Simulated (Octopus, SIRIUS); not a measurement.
Given: the input of a run of SIRIUS 7.10.0 on C. Atoms were shifted at random by some hundredths of an Å from the given cell, which wasn't relaxed again for these runs. 

Contents of sirius.json:

```json
{
  "control": {
    "processing_unit": "cpu",
    "verbosity": 2,
    "num_bands_to_print": 10,
    "print_forces": true,
    "print_stress": true
  },
  "parameters": {
    "electronic_structure_method": "pseudopotential",
    "xc_functionals": ["XC_GGA_X_PBE_SOL", "XC_GGA_C_PBE_SOL"],
    "gk_cutoff": 9.1,
    "pw_cutoff": 18.2,
    "ngridk": [13, 13, 8],
    "shiftk": [0, 0, 0],
    "smearing": "fermi_dirac",
    "smearing_width": 0.0018374661,
    "num_bands": 10,
    "num_mag_dims": 0,
    "num_dft_iter": 100,
    "energy_tol": 1e-08,
    "density_tol": 1e-06
  },
  "iterative_solver": {
    "type": "davidson",
    "min_tolerance": 1e-09,
    "tolerance_scale": [0.1, 0.25]
  },
  "mixer": {
    "type": "anderson",
    "beta": 0.7,
    "max_history": 8
  },
  "settings": {
    "tol_ne": 1e-10,
    "pseudo_grid_cutoff": 6.5
  },
  "unit_cell": {
    "lattice_vectors": [
      [4.020052759963, -2.321117415287, 0.0],
      [4.020052759963, 2.321117415287, 0.0],
      [-2.60606390919, 0.0, 6.619389509655]
    ],
    "atom_coordinate_units": "lattice",
    "atom_types": ["C"],
    "atom_files": {
      "C": "C.json"
    },
    "atoms": {
      "C": [
        [0.151533, 0.185767, 1.002071],
        [0.837684, 0.84088, 0.006524]
      ]
    }
  }
}
```

Potentials or basis: PseudoDojo 0.4.1 PBEsol standard (scalar relativistic).

The run is started by

```sh
$ upf_to_json C.upf
$ OMP_NUM_THREADS=1 sirius.scf --input=sirius.json --output=out.json --task=0
```

Question: What does the same run look like in Octopus 16.4? Potentials or basis there: pseudodojo_pbesol (PseudoDojo 0.4, PBEsol).

Answer: As run (cutoffs and basis follow the program's own potentials, and thresholds, step limits or extra output files can differ):

inp

```
CalculationMode = gs
UnitsOutput = eV_Angstrom
PeriodicDimensions = 3
ExperimentalFeatures = yes
PseudopotentialSet = pseudodojo_pbesol
%LatticeParameters
 1*angstrom | 1*angstrom | 1*angstrom
%
%LatticeVectors
 2.1273203072 | -1.22828244 | 0
 2.1273203072 | 1.22828244 | 0
 -1.3790696309 | 0 | 3.5028300786
%
%ReducedCoordinates
 "C" | 0.151533 | 0.185767 | 1.002071
 "C" | 0.837684 | 0.84088 | 0.006524
%
%Spacing
 0.12928709*angstrom | 0.12928709*angstrom | 0.12981122*angstrom
%
DerivativesOrder = 8
%KPointsGrid
 13 | 13 | 8
%
KPointsUseSymmetries = yes
XCFunctional = gga_x_pbe_sol + gga_c_pbe_sol
SmearingFunction = fermi_dirac
Smearing = 0.05*eV
ExtraStates = 6
Eigensolver = chebyshev_filter
ConvRelDens = 3e-7
MaximumIter = 120
```

Potentials or basis: pseudodojo_pbesol (PseudoDojo 0.4, PBEsol).

Run with:

```bash
$ OMP_NUM_THREADS=1 octopus > out.log
```

Both were run:

|  | SIRIUS | Octopus |
| --- | --- | --- |
| Largest force | 2.170 eV/Å | 2.168 eV/Å |
| Energy over the undisturbed cell | 22.6 meV/atom | 22.3 meV/atom |
